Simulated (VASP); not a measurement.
Here is a VASP 6.6.1 calculation.

INCAR

```
SYSTEM = MgSe
PREC = Accurate ; ENCUT = 600
EDIFF = 1E-6 ; ISMEAR = 0
SIGMA = 0.02 ; LREAL = .FALSE.
LASPH = .TRUE. ; NELM = 120
ALGO = Normal ; ISIF = 3
LWAVE = .FALSE. ; LCHARG = .FALSE.
METAGGA = R2SCAN ; LMIXTAU = .TRUE.
LUSE_VDW = .TRUE. ; IVDW_NL = 2
BPARAM = 11.95 ; CPARAM = 0.0093
IBRION = 2 ; NSW = 40
EDIFFG = -0.005 ; KPAR = 4
```

Contents of KPOINTS:

```
Automatic mesh
0
G
  8 8 8
  0 0 0
```

File POSCAR:

```
MgSe
1.0
    0.0000000000      2.7250000000      2.7250000000
    2.7250000000      0.0000000000      2.7250000000
    2.7250000000      2.7250000000      0.0000000000
Mg Se
1 1
Direct
    0.0000000000      0.0000000000      0.0000000000
    0.5000000000      0.5000000000      0.5000000000
```

Potentials or basis: VASP PAW PBE potentials, release 64 (Mg, Se).

Launch:

```console
$ cat potpaw_PBE.64/Mg/POTCAR potpaw_PBE.64/Se/POTCAR > POTCAR
$ mpirun -np 4 vasp_std > vasp.out
```

(1) Predict the relaxed cell.

(2) Estimate the space group after relaxing (to 0.05 Å).

(3) Estimate the band gap on the k mesh.

(4) Predict the relaxed volume.

Answers

(1) a = 3.853 Å, b = 3.853 Å, c = 3.853 Å, α = 60.00°, β = 60.00°, γ = 60.00°.

(2) Fm-3m (No. 225).

(3) 2.44 eV, indirect (least direct gap 3.47 eV).

(4) 20.22 Å³/atom.

Caveat: the PAW data sets were made with another functional, which shifts forces and pressure a little.
